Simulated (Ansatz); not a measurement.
## Ansatz 0.2.0, settings compared: Ag

Launch command:

```bash
ansatz run input.yaml --threads 1 --pin off --max-ram 2560MiB --backend cpu --events-out ev --progress --plain --runs-dir out
```

The input file (Ansatz 0.2.0, plane waves):

```yaml
crystal:
  lattice:
    - [1.582293, 0.913541, 2.043261]
    - [-1.582293, 0.913541, 2.043261]
    - [0.0, -1.827072, 2.043261]
  atoms:
    - { symbol: Ag, position: [0.0, 0.0, 0.0] }
  symmetry: { tolerance: 0.0003 }
kpoints:
  mp_grid: { grid: [7, 7, 7], shift: [0, 0, 0] }
magnetization:
  spin_polarized: false
scf:
  occupations: { method: cold, width: 0.2802 }
hamiltonian:
  pseudopotentials: { kind: paw }
  xc: r2scan
basis:
  ecutwfc: 500
output:
  forces: true
  stress: true
  eigenvalues: true
```

Origin of the cell: a known structure type with other elements, at an estimated volume, so it need not be a known compound.

Output of this run (shortened):

```
Warning: crystal.lattice misses the space group found at crystal.symmetry.tolerance 3.0e-4 in a digit that the deck types, which is why this is a warning: making the lattice exact moves one o […]
Pseudopotentials: kind: paw
Pseudopotential: Ag, paw, valence charge 19, recommended cutoff 500 eV (meta_gga), Ag.paw.azcp
Functional definition: r2SCAN
  exchange = r2scan_x(k0 = k0, k1 = k1, a1 = a1)
  correlation = r2scan_c
Crystal: 1 atoms, lattice volume = 17.721 Å³
Basis set: ecut = 500 eV, 433 PW (Γ), exchange–correlation on 80×80×80 points (64 copies of the dense FFT grid, shifted against one another)
Bands: 14, of which v1, the nominal top of the filled ones, is band 10 counted from 1 (9 counted from 0)
Symmetry: 12 space group operations
Space group: R-3m (ITA 166), of the structure as read, at distance tolerance 7.8e-4 Å
[… 4 lines left out …]
Initial density: superposition of atomic densities (neutral atoms: chi_scale 0, normalization atom), corrected by the library's trained network
Functional: x = r2scan, c = r2scan; τ floored in thin density (d = 2e-4 eV/Å³)
SCF iter   1: F=—  HF=-7603.812964 eV  Δρ=1.06e-2  dr2=1.82e-2  dr2_τ=7.40e-4
SCF iter   2: F=—  HF=-7603.809693 eV  S|Δr|=    0.00e0  Δρ=5.42e-3  dr2=3.72e-3  dr2_τ=4.44e-4
SCF iter   3: F=—  HF=-7603.809732 eV  S|Δr|=    0.00e0  Δρ=1.30e-3  dr2=3.28e-4  dr2_τ=1.11e-5
SCF iter   4: F=—  HF=-7603.809716 eV  S|Δr|=    0.00e0  Δρ=3.27e-4  dr2=1.32e-5  dr2_τ=9.96e-7
SCF iter   5: F=—  HF=-7603.809733 eV  S|Δr|=    0.00e0  Δρ=6.81e-5  dr2=6.02e-7  dr2_τ=2.52e-8
SCF iter   6: F=-7603.809733 eV  HF=-7603.809733 eV  S|Δr|=    0.00e0  Δρ=6.31e-6  dr2=4.39e-9  dr2_τ=2.45e-10
SCF 1 converged in 6 iterations: F = -7603.809733 eV  dr2 = 4.39e-9
SCF converged after 6 iterations
Stability not checked: this state was not tested for a lower state beside it, because cold or Methfessel-Paxton smearing, or corrected tetrahedra, fill the levels in a way that the test cannot read (fill_not_monotonic; […]
Free energy (F): -7603.809733 eV
Harris-Foulkes:  -7603.809733 eV  (|F-HF|=1.22e-9)
Internal energy: -7603.803142 eV  (E = F + TS)
E sigma→0 (E₀):  -7603.807536 eV
Entropy (-TS):   -0.006590 eV (-6.590 meV/atom)
Fermi energy:    16.639812 eV
--- Per-component energies (eV) ---
  E_band       = -269.376594
  E_kinetic    = 528.506253
  E_local      = -2289.034662  (includes V_loc(G=0)·N_el)
  E_nonlocal   = 81.317133
  E_hartree    = 1040.722984
  E_xc         = -178.477975
  E_vxc        = -262.962582  (∫ρ·V_xc dr)
  E_paw        = -3922.540924  (= ΣΔE_a)
  E_vpaw       = -427.596664  (= ΣTr[D̂ρ^β])
  E_aug_tail   = 0.000070  (compensation charges beyond the density's cutoff)
  E_vtau       = 18.944502  (kinetic-family band-sum trace: ∫τ·v_τ [+ j·A + Jᵃ·Aᵃ] dr)
  E_ewald      = -2863.786710
  E_core_change = -0.509311  (= ΣΔE_core)
  E_smearing   = -0.006590  (= −TS)
  Σ components = -7603.809733   (vs F -7603.809733, Δ=0.00e0)
--- Forces (eV/Å), atoms counted from 1 ---
  atom   1  Ag    -0.000000     0.000000    -0.000000
  max |Σ_I F_I| component: 0.0 eV/Å
--- Stress (GPa, compression-positive) ---
       -1.919297       0.000000      -0.000000
        0.000000      -1.919297       0.000011
       -0.000000       0.000011      11.788460
  P = ⅓ Tr σ = 2.6500 GPa (26.500 kbar)
```

The same input was run again with these changes:

1. `kpoints.mp_grid.grid` [7, 7, 7] → [5, 5, 5]
2. `hamiltonian.pseudopotentials` { kind: paw } → { kind: nc, accuracy: standard }
3. `scf.initial_density.chi_scale` default → 0.0
4. `scf.initial_density.chi_scale` default → 0.0; typed moments: none

```
 run        end  SCF iterations  P (GPa)  max force component (eV/Å)  moment (μB)  ΔE(σ→0) (meV/atom)
base  converged               6     2.65                       0.000            –                   0
   1  converged               6     2.16                       0.000            –              -31.61
   2  converged               7    -1.62                       0.000            –                   –
   3  converged               7     2.65                       0.000            –                0.00
   4  converged               7     2.65                       0.000            –                0.00
```

Energies are compared only where functional, datasets, charge and starting cell are the same.

Not properties of the system: run 1 (too coarse or loose: `kpoints.mp_grid.grid` = [5, 5, 5]).

Caveats of the base run: no moments, though an odd count or open d shells may carry them; the k mesh is coarse if the cell is a metal; wide smearing.

Run 2: the cutoff lies below the datasets' advice; the norm-conserving files were made for PBE, not for this functional.

The base run took 1.2 s on 1 thread of Intel(R) Xeon(R) Platinum 8488C (Sapphire Rapids), with other jobs on the host, peak memory 0.36 GiB, from the program's own first density.
